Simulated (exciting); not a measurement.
The system is Mg.

```
Mg
1.0
     3.05030    0.00000    0.00000
    -1.52515    2.64164    0.00000
     0.00000    0.00000    3.04484
Mg
1
Direct
  0.00000 0.00000 0.00000
```

This isn't the form of Mg at room conditions, which is hcp.

```yaml
Program: exciting (release sodium)
Task: single point
Functional: PBEsol
Potentials_or_basis: all-electron LAPW+lo, shipped species files, valence relativity iora*
rgkmax: 7.5
k_mesh: 10 × 10 × 9
Occupations: fermi-dirac, width 0.05 eV
Spin: no spin polarisation
gmaxvr_cutoff_of_density_and_potential: 14 1/bohr
lmaxapw_and_lmaxmat: 10
lmaxvr: 8
nempty: 8
Valence_relativity: iora*
epsengy: 1e-05 Ha
epspot: 1e-05 Ha
maxscl: 60
Muffin-tin_radii: Mg 2.0 bohr
```

On this cell: band gap on the k mesh none (metal or under the smearing width).

The same run follows on a disturbed copy (cell strained at random at fixed volume):

```
CELL_PARAMETERS angstrom
2.95141 0.00785 0.03501
-1.46890 2.70739 -0.02488
0.03495 -0.00850 3.06644
ATOMIC_POSITIONS crystal
Mg 0.01052 0.98470 0.01275
```

**Question.** What does the disturbed cell give?

**Answer.** The energy (extrapolated to zero smearing) moves by +8.5 meV/atom; band gap on the k mesh none (metal or under the smearing width).

Caveats: the free energy is that total less TS from the occupations.
